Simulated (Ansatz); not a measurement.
# SnSe: a single-point run

Aim: a sound single-point run of SnSe. The structure is shown as the input types it. The cell is built on a prototype (CsCl type) and needn't be the phase found in nature.

Program: Ansatz 0.2.0. Level of theory: density functional or hybrid calculation with the settings of its input, plane waves (as first typed). These are calculated values, not measurements.

4 further runs of the same task are left out: 1 for a known fault of the program, 3 that didn't finish.

## (1) The system as given

Symmetry: Pm-3m, No. 221, cubic system. Conventional cell: a = 3.665 Å, b = 3.665 Å, c = 3.665 Å, α = 90.00°, β = 90.00°, γ = 90.00°. Sn (site symmetry m-3m) has 8 Se at 3.17 Å as nearest neighbours. Se (site symmetry m-3m) has 8 Sn at 3.17 Å as nearest neighbours.

Coordinates:

```xyz
2
Lattice="3.6654 0.0000 0.0000 0.0000 3.6654 0.0000 0.0000 0.0000 3.6654" Properties=species:S:1:pos:R:3 pbc="T T T"
Sn    0.0000    0.0000    0.0000
Se    1.8327    1.8327    1.8327
```

## (2) The calculation

Contents of input.yaml:

```yaml
crystal:
  lattice:
    - [3.6653564515, 0.0, 0.0]
    - [0.0, 3.6653564515, 0.0]
    - [0.0, 0.0, 3.6653564515]
  atoms:
    - { symbol: Sn, position: [0.0, 0.0, 0.0] }
    - { symbol: Se, position: [0.5, 0.5, 0.5] }
kpoints:
  mp_grid: { grid: [6, 6, 6] }
hamiltonian:
  xc: pbesol
scf:
  occupations: { method: fermi_dirac, width: 0.02 }
  n_extra_bands: 4
  convergence: { dr2_threshold: 0.01 }
  max_iter: 91
output:
  forces: true
  stress: true
  eigenvalues: true
```

Launch:

```sh
$ ansatz run input.yaml --threads 4 --pin off --max-ram 3686MiB --backend cpu --events-out ev --progress --plain --runs-dir out
```

Q: Will this input give a usable result? If not, why, and what should change?

The program finished normally, with warnings (force scf threshold loose, stress scf threshold loose). Its log warns: «scf.convergence.dr2_threshold = 1e-2 eV is looser than this run's default, which is 1e-7 eV or tighter. The error in the forces grows as the threshold's square root ...»

The threshold asked is loose, but the program put off the close and ended at dr2 = 8.8e-9, so little accuracy was lost here.

The test: delete scf.convergence.dr2_threshold (the default then holds).
